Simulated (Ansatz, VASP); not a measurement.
Re: VASP beside Ansatz

```
Re
1.0
     0.00000    1.99456    1.99456
     1.99456    0.00000    1.99456
     1.99456    1.99456    0.00000
Re
1
Direct
  0.00000 0.00000 0.00000
```

Change from the starting cell: volume scaled by 1.03.

Alike in both runs: task single point; functional PBE; k mesh 14 × 14 × 14; occupations fermi-dirac, width 0.05 eV; no spin polarisation.

|  | VASP | Ansatz |
| --- | --- | --- |
| version | VASP 6.6.1 | Ansatz 0.2.0 |
| potentials or method | VASP PAW PBE potentials, release 64 (Re), cutoff 520 eV | all-electron LAPW, scalar-relativistic |

|  | VASP | Ansatz | Ansatz less VASP |
| --- | --- | --- | --- |
| pressure (GPa) | -18.7 | -17.8 | +0.91 |

Ansatz ran all-electron here, so the differences hold the error of VASP's frozen core and of both bases.

Caveats: so large a pressure means that the cell lies far from this level's equilibrium, or that cutoff or potentials fall short (VASP). Spin-orbit coupling is left out, which matters for the levels of Re.
